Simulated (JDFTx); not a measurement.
**MoP under changes of volume**

One of the cells (14.353 Å³/atom); the others are scaled copies at fixed shape and fractional positions:

```
CELL_PARAMETERS angstrom
3.22300 0.00000 0.00000
-1.61150 2.79120 0.00000
0.00000 0.00000 3.19100
ATOMIC_POSITIONS crystal
Mo 0.00000 0.00000 0.00000
P 0.33333 0.66667 0.50000
```

```yaml
Program: JDFTx 1.7.0 (patched build)
Functional: PBE
Potentials_or_basis: PseudoDojo-SR-PBE-0.5-standard
Cutoff: 1088 eV
Density_cutoff: 4354 eV
k_mesh: 10 × 10 × 8
Occupations: fermi-dirac, width 0.05 eV
Spin: no spin polarisation
```

| volume (Å³/atom) | energy over the lowest point (meV/atom) | pressure (GPa) |
| --- | --- | --- |
| 13.492 | ? | ? |
| 13.779 | 28.88 | 13.2 |
| 14.066 | 10.19 | 7.7 |
| 14.353 | 0.88 | 2.8 |
| 14.640 | 0.00 | -1.7 |
| 14.927 | 6.70 | -5.7 |
| 15.214 | 20.20 | -9.3 |

Q: What does the run at 13.492 Å³/atom give?

A: Energy over the lowest point 58.03 meV/atom; pressure 19.4 GPa.

Worked out: A Birch-Murnaghan fit of order 3 (a polynomial in V^(-2/3)) to the other rows has its minimum at 14.53 Å³/atom with B0 = V·E''(V) = 223 GPa and B' = 4.4 at fixed shape and positions, which overstates the stiffness. It gives 58.03 meV/atom at 13.492 Å³/atom, against the run's 58.03, and -dE/dV = 19.4 GPa, against 19.4.

Energies are extrapolated to zero smearing.
